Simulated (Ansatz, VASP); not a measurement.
## Cu in VASP and in Ansatz

```
CELL_PARAMETERS angstrom
-1.48608 1.48608 1.41736
1.48608 -1.48608 1.41736
1.48608 1.48608 -1.41736
ATOMIC_POSITIONS crystal
Cu 0.00000 0.00000 0.00000
```

Change from the starting cell: strain +0.030 along x and y, +0.030 along z, atoms carried along.

Alike in both runs: task single point; functional PBEsol; k mesh 24 × 24 × 24; occupations gaussian, width 0.15 eV; no spin polarisation.

|  | VASP | Ansatz |
| --- | --- | --- |
| version | VASP 6.6.1 | Ansatz 0.2.0 |
| potentials or method | VASP PAW PBE potentials, release 64 (Cu) | scalar-relativistic, plane waves, PAW |
| plane-wave cutoff (eV) | 520 | 420 |
| valence electrons in the cell | 11 | 19 |

|  | VASP | Ansatz | Ansatz less VASP |
| --- | --- | --- | --- |
| gap on the k mesh at the Fermi level (eV) | none | none | - |
| pressure (GPa) | -12.0 | -12.6 | -0.65 |
| largest component of the traceless stress (GPa) | 0.25 | 0.26 | +0.015 |

A gap of «none» marks a metal or a gap that the smearing closes. The two sets of potentials don't hold the same shells in valence.

Caveats: the PAW data sets were made with another functional, which shifts forces and pressure a little (VASP).
